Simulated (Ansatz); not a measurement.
Runs of Ansatz 0.2.0 on Al. The structure is cubic, space group Fm-3m (No. 225). Conventional cell: a = 4.050 Å, b = 4.050 Å, c = 4.050 Å, α = 90.00°, β = 90.00°, γ = 90.00°. Al (site symmetry m-3m) is surrounded by 12 Al at 2.86 Å. 

```tsv
task	level	potentials or basis	cell	cutoff (eV)	points for each segment of the path	gap on the mesh (eV)	pressure (GPa)	relaxed volume (Å³/atom)
band structure	exchange-only PBE	Ansatz PAW	as given	420	14	none	(a)	-
relaxation of cell and atoms	RPBE	Ansatz PAW	relaxed	420	-	-	0.0	16.82
relaxation of cell and atoms	revPBE+D3(BJ)	Ansatz PAW	relaxed	420	-	none	0.0	15.46
relaxation of cell and atoms	PBEsol	Ansatz PAW	relaxed	420	-	none	0.0	16.21
```

Alike in all rows: no spin polarisation; k mesh 11 × 11 × 11; smearing fermi-dirac 0.05 eV.

Task: Estimate the missing entries.

Result: (a) 9.1.

Caveats: the PAW data sets come from PBE, with cores solved anew for the run's functional, which leaves a small shift of forces and pressure; the plane-wave basis is chosen anew once the cell has moved, so the energies of steps on either side of that aren't comparable (some runs); pairwise dispersion overbinds metals, which lowers pressure and volume (some runs).

A gap of «none» marks a metal or a gap under the smearing width.
